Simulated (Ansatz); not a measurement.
Ir: pressure against volume scale

Periodic Kohn-Sham DFT of a crystal at fixed atoms, scaled to volume_scale times the given cell; pressure positive in compression, energy less spherical unpolarised free atoms, largest_vzz the field gradient of largest size among the nuclei. The results are calculated, by Ansatz 0.2.0.

The cell before it is scaled or strained (space group Im-3m, No. 229):
```
Ir
1.0
     -1.5555     1.5555     1.5555
      1.5555    -1.5555     1.5555
      1.5555     1.5555    -1.5555
Ir
1
Direct
  0.00000 0.00000 0.00000
```

Settings of every row: method frozen-core PAW; functional PBE; relativity scalar; k mesh 19x19x19; filling fermi-dirac; smearing width 0.08 eV; wave cutoff 420 eV; paw set soft_2.

Atom start moment: 0 on all atoms.

Limits: no spin-orbit coupling on heavy atoms; the cell comes from a prototype or a list of computed structures and needn't be the stable phase.

| row | volume scale | V (Å³/atom) | pressure (GPa) |
| --- | --- | --- | --- |
| 1 | 0.9405 | 14.159 | ? |
| 2 | 0.97 | 14.603 | 10.079 |
| 3 | 1 | 15.055 | 0.001 |
| 4 | 1.03 | 15.506 | -8.395 |
| 5 | 1.06 | 15.958 | -15.373 |

Question: what pressure should row 1 give?

Worked fit of pressure. Take u = (V_r/V)^(2/3) − 1 with V_r = 15.28 Å³ an atom, which is twice the finite (Eulerian) strain; such expansions in the strain, on which the Birch-Murnaghan equation of state is built, carry the rest volume and the bulk modulus. The shown rows have u = 0.03067, 0.00994, -0.00974, -0.02853. Least squares give pressure = −4.3808 + 426.769 × u + 1455.85 × u² GPa; a straight line predicts inner rows, each left out in turn, worse (root mean square 0.81 against 0.0095 GPa). The rows lie off it by 0.001, -0.004, 0.004, -0.001. The pressure vanishes at u = 0.0099, or V = 15.06 Å³ an atom, and there the bulk modulus at fixed shape and fractions is B = −V dP/dV = (2/3)(1 + u) dP/du = 307 GPa. The withheld row has u = 0.05211, so the fit gives −4.3808 + 426.769 × (0.05211) + 1455.85 × (0.05211)² = 21.811 GPa.

The calculation gave 21.94 GPa. The fit lies 0.129 GPa (0.35 % of the column's range) below it; its largest miss of a shown row is 0.004 GPa. This row lies beyond the range of the fit.
